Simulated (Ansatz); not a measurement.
PbS (started from an entry of an open crystallographic database) (r2SCAN+rVV10 geometry), in Ansatz:

Space group Fm-3m (No. 225). a = 5.941 Å, b = 5.941 Å, c = 5.941 Å, α = 90.00°, β = 90.00°, γ = 90.00°
```json
{"atom": "Pb", "site": "4a", "symmetry": "m-3m", "x": "0.0000", "y": "0.0000", "z": "0.0000"}
{"atom": "S", "site": "4b", "symmetry": "m-3m", "x": "0.5000", "y": "0.0000", "z": "0.0000"}
```

G0W0@PBE with 197 empty bands, a screening cutoff of 140 eV and a 4×4×4 mesh (PAW, contour deformation) gives 0.513 eV over the mesh points, from a PBE gap of 0.375 eV; it sums over 207 bands with 181 plane waves in the screening and a wave cutoff of 420 eV. G0W0 values are finite-basis, finite-mesh values. No spin polarisation and no zero-point or thermal motion.

(1) Estimate the gap with starting point r2SCAN.

(2) Estimate the gap with potentials of the kind norm-conserving.

(3) Estimate the gap with starting point HSE06.

(4) Another run gave a Kohn-Sham gap of 0.375 eV and a G0W0 gap of 0.605 eV, summing over 372 bands with 339 plane waves in the screening and a wave cutoff of 420 eV. What was changed?

## Answers

(1) 0.687 eV (+0.174 eV), from a Kohn-Sham gap of 0.631 eV.

(2) 0.508 eV (-0.005 eV), from a Kohn-Sham gap of 0.381 eV.

(3) 0.770 eV (+0.257 eV), from a Kohn-Sham gap of 0.814 eV.

(4) Empty bands 362, screening cutoff 210 eV. The counts of bands and plane waves show it.

Spin-orbit coupling is left out; in compounds of Pb, Bi, Tl or Hg it can lower a gap by up to about 1 eV, split its edges or invert the bands.
